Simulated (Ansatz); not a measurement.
# Rh: energy against the total moment, part 2 of 2

Aim: map the energy of Rh against its total spin moment, held by a constraint, beside free and non-magnetic runs and runs in a field. Methods of the runs shown: LAPW. Companion runs by PAW are cited.

Ansatz 0.2.0; DFT LDA; a Materials Project cell. Earlier steps stand in the parts before.

**9. Field of 1000 T on the spins, LAPW**

This is Rh in the hcp structure; at room conditions it is fcc.

The input, input.yaml:

```yaml
crystal:
  lattice:
    - [2.7309790422, 0.0, 0.0]
    - [-1.3654895211, 2.3650972278, 0.0]
    - [0.0, 0.0, 4.428489]
  atoms:
    - { symbol: Rh, position: [0.6666666667, 0.3333333333, 0.75], spin: 0.05 }
    - { symbol: Rh, position: [0.3333333333, 0.6666666667, 0.25], spin: 0.05 }
magnetization:
  spin_polarized: true
  magnetic_field: 1000
kpoints:
  mp_grid: { grid: [16, 16, 9] }
scf:
  occupations: { method: fermi_dirac, width: 0.05 }
  convergence: { dr2_threshold: 1.0e-10 }
  lower_state_search: "off"
hamiltonian:
  xc: lda
  pseudopotentials: { kind: all_electron, lapw: { basis_error: 0.001 } }
output:
  forces: true
  stress: true
  eigenvalues: false
```

Launch:

```console
$ ansatz run input.yaml --threads 1 --pin off --max-ram 3072MiB --backend cpu --events-out ev --progress --plain --runs-dir out
```

Output, shortened:

```text
settings of this run that can trade accuracy for cost: output.eigenvalues: false. Do not mix this run's numbers with those of runs without the same settings; the input reference describes each key
LAPW: plane waves up to 8.418 Å⁻¹, error target 1.0e-3 eV per atom; small_component_spin mean_spin; Rh in spheres of 1.359 Å, 27 of its electrons in bands, Dirac shells []
[...]
Pseudopotentials: kind: all_electron
Pseudopotential: Rh, LAPW, valence charge 27, Koelling and Harmon's equation, gaussian nucleus
Functional definition: SPW92
[...]
Crystal: 2 atoms, lattice volume = 28.604 Å³
Basis set: ecut = 269.99712008659276 eV, 287 PW (Γ), exchange–correlation at level 2
Bands: 33, of which v1, the nominal top of the filled ones, is band 27 counted from 1 (26 counted from 0)
Symmetry: 24 space group operations
[...]
SCF converged after 15 iterations
Magnetization: 0.4526 μB (27.2263 up, 26.7737 down)
Absolute magnetization: 0.4559 μB (∫|ρ↑−ρ↓|)
Spin contamination: 0.0003 ħ² per cell (⟨S²⟩ above its minimum at these occupations)
Per-site moments (μB) at R_I (Å): [(0.22647282466027718, 1.3591321368743359), (0.22647282466027718, 1.3591321368743359)]
Free energy (F): -260126.204377 eV
[...]
E sigma→0 (E₀):  -260126.189831 eV
Entropy (-TS):   -0.029091 eV (-14.546 meV/atom)
Fermi energy:    23.150740 eV
[...]
--- Forces (eV/Å), atoms counted from 1 ---
  atom   1  Rh    -0.00000000     0.00000000    -0.00000000
  atom   2  Rh     0.00000000    -0.00000000     0.00000000
[...]
--- Stress (GPa, compression-positive) ---
      -18.597630       0.000000      -0.000000
        0.000000     -18.597630      -0.000000
       -0.000000      -0.000000     -20.227584
  P = ⅓ Tr σ = -19.1409 GPa (-191.409 kbar)
settings of this run that can trade accuracy for cost: output.eigenvalues: false. Do not mix this run's numbers with those of runs without the same settings; the input reference describes each key
```

Wall time 1.8 min (1 thread of Arm Neoverse V1, shared host); peak memory 0.81 GiB.

Read from it: total moment 0.45 μB; site moments Rh1 0.23, Rh2 0.23 μB; pressure -19.14 GPa.

**10. Field of 3000 T on the spins, LAPW**

Changes to input.yaml since step 9:

```diff
@@ -10,3 +10,3 @@
   spin_polarized: true
-  magnetic_field: 1000
+  magnetic_field: 3000
 kpoints:
```

Launch:

```console
$ ansatz run input.yaml --threads 1 --pin off --max-ram 3072MiB --backend cpu --events-out ev --progress --plain --runs-dir out
```

Output, shortened:

```text
settings of this run that can trade accuracy for cost: output.eigenvalues: false. Do not mix this run's numbers with those of runs without the same settings; the input reference describes each key
LAPW: plane waves up to 8.418 Å⁻¹, error target 1.0e-3 eV per atom; small_component_spin mean_spin; Rh in spheres of 1.359 Å, 27 of its electrons in bands, Dirac shells []
[...]
[... 3 set-up lines as earlier in the session ...]
[...]
Crystal: 2 atoms, lattice volume = 28.604 Å³
Basis set: ecut = 269.99712008659276 eV, 287 PW (Γ), exchange–correlation at level 2
Bands: 33, of which v1, the nominal top of the filled ones, is band 27 counted from 1 (26 counted from 0)
[... 1 set-up line as earlier in the session ...]
[...]
SCF converged after 14 iterations
Magnetization: 1.3460 μB (27.6730 up, 26.3270 down)
Absolute magnetization: 1.3538 μB (∫|ρ↑−ρ↓|)
Spin contamination: 0.0019 ħ² per cell (⟨S²⟩ above its minimum at these occupations)
Per-site moments (μB) at R_I (Å): [(0.6725727671163391, 1.3591321368743359), (0.6725727671163391, 1.3591321368743359)]
Free energy (F): -260126.315765 eV
[...]
E sigma→0 (E₀):  -260126.301571 eV
Entropy (-TS):   -0.028388 eV (-14.194 meV/atom)
Fermi energy:    23.084143 eV
[...]
--- Forces (eV/Å), atoms counted from 1 ---
  atom   1  Rh     0.00000000     0.00000000    -0.00000000
  atom   2  Rh     0.00000000    -0.00000000     0.00000000
[...]
--- Stress (GPa, compression-positive) ---
      -16.368534      -0.000000      -0.000000
        0.000000     -16.368534      -0.000000
       -0.000000      -0.000000     -17.958075
  P = ⅓ Tr σ = -16.8984 GPa (-168.984 kbar)
settings of this run that can trade accuracy for cost: output.eigenvalues: false. Do not mix this run's numbers with those of runs without the same settings; the input reference describes each key
```

It took 1.8 min on 1 thread of Arm Neoverse V1, shared host; peak memory 0.82 GiB.

Result: total moment 1.35 μB; site moments Rh1 0.67, Rh2 0.67 μB; pressure -16.90 GPa.

**11. Side by side**

The PAW rows are taken from companion runs at the same settings.

The reference is each method's run without spin polarisation. Energies of runs in a field hold the field's term.

| run | method | energy from the method's reference (meV/atom) | total moment (μB) | largest site moment (μB) | cycles | time |
| --- | --- | --- | --- | --- | --- | --- |
| free moments | LAPW | 0.0 | 0.00 | 0.00 | 17 | 2.3 min |
| no spin polarisation | LAPW | 0.0 | – | – | 8 | 41 s |
| total moment held at 0.1 μB | LAPW | 0.3 | 0.10 | 0.05 | 9 | 77 s |
| total moment held at 0.3 μB | LAPW | 2.9 | 0.30 | 0.15 | 9 | 76 s |
| total moment held at 1 μB | LAPW | 30.4 | 1.00 | 0.50 | 8 | 71 s |
| total moment held at 2.4 μB | LAPW | 189.1 | 2.40 | 1.19 | 9 | 78 s |
| field of 200 T on the spins | LAPW | -0.3 | 0.09 | 0.04 | 15 | 1.8 min |
| field of 1000 T on the spins | LAPW | -6.5 | 0.45 | 0.23 | 15 | 1.8 min |
| field of 3000 T on the spins | LAPW | -62.2 | 1.35 | 0.67 | 14 | 1.8 min |
| free moments from the typed start | PAW | 0.0 | 0.00 | 0.00 | 19 | 25 s |
| no spin polarisation | PAW | 0.0 | – | – | 6 | 4.7 s |
| total moment held at 0 μB | PAW | 0.0 | 0.00 | 0.00 | 8 | 6.5 s |
| total moment held at 0.1 μB | PAW | 0.3 | 0.10 | 0.05 | 9 | 11 s |
| total moment held at 0.3 μB | PAW | 2.9 | 0.30 | 0.15 | 9 | 10 s |
| total moment held at 0.6 μB | PAW | 11.5 | 0.60 | 0.29 | 9 | 10 s |
| total moment held at 1 μB | PAW | 30.3 | 1.00 | 0.49 | 9 | 11 s |
| total moment held at 1.6 μB | PAW | 79.1 | 1.60 | 0.78 | 8 | 11 s |
| total moment held at 2.4 μB | PAW | 188.4 | 2.40 | 1.17 | 8 | 14 s |
| field of 200 T on the spins | PAW | -0.3 | 0.09 | 0.04 | 13 | 15 s |
| field of 1000 T on the spins | PAW | -6.5 | 0.45 | 0.22 | 13 | 13 s |
| field of 3000 T on the spins | PAW | -62.4 | 1.35 | 0.66 | 13 | 13 s |

**12. What came out**

What follows sums up all 2 parts.

| quantity | value |
| --- | --- |
| free moment (LAPW) | 0.00 μB/cell |
| gain by magnetism (LAPW) | 0.0 meV/atom |
| free moment (PAW) | 0.00 μB/cell |
| gain by magnetism (PAW) | 0.0 meV/atom |
| moment in 200 T (LAPW) | 0.089 μB/cell |

By LAPW the moments die away or gain nothing: the crystal is non-magnetic at this level. Among the values held (LAPW) the energy is lowest at 0.10 μB (+0.3 meV/atom) and highest at 2.40 μB (+189.1). A field of 200 T moves the moment from 0.000 to 0.089 μB a cell, 0.44 μB per 1000 T if taken as linear, which it needn't be. Spin fluctuations and temperature are left out. Other magnetic orders may lie lower; this is the state that the run reached. The k mesh (16×16×9) wasn't tested for convergence.
